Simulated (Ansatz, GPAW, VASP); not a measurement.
# Cs: 4 runs at one level of theory

```
Cs
1.0
    -3.12847    3.12847    3.12847
     3.12847   -3.12847    3.12847
     3.12847    3.12847   -3.12847
Cs
1
Direct
  0.00000 0.00000 0.00000
```

Alike in all runs: task single point; functional RPBE; k mesh 6 × 6 × 6; occupations gaussian, width 0.02 eV; no spin polarisation; no spin-orbit coupling. Pressure is positive in compression and, in plane waves, holds the error of the finite cutoff, which Ansatz's Pulay term estimates and takes out.

| program and potentials | plane-wave cutoff (eV) | notes | band gap (eV) | pressure (GPa) |
| --- | --- | --- | --- | --- |
| Ansatz, Ansatz PAW | 420 | potentials made for PBE, which Ansatz adapts in part | no gap | 0.15 |
| VASP, PBE PAW files Cs_sv, 500 eV | 500 | potentials made for PBE | no gap | 0.15 |
| Ansatz, all-electron LAPW, scalar-relativistic | - | - | no gap | 0.15 |
| GPAW, the program's PAW data sets (release 1.2.1) made for this functional | 600 | - | no gap | 0.15 |

None finds a gap. All agree on the pressure. Some sets were made for another functional than the one run, which can shift their rows.

The functional is the same throughout but for its coding, so the spread measures potentials, basis and numerics; runs on potential files found faulty are left out.
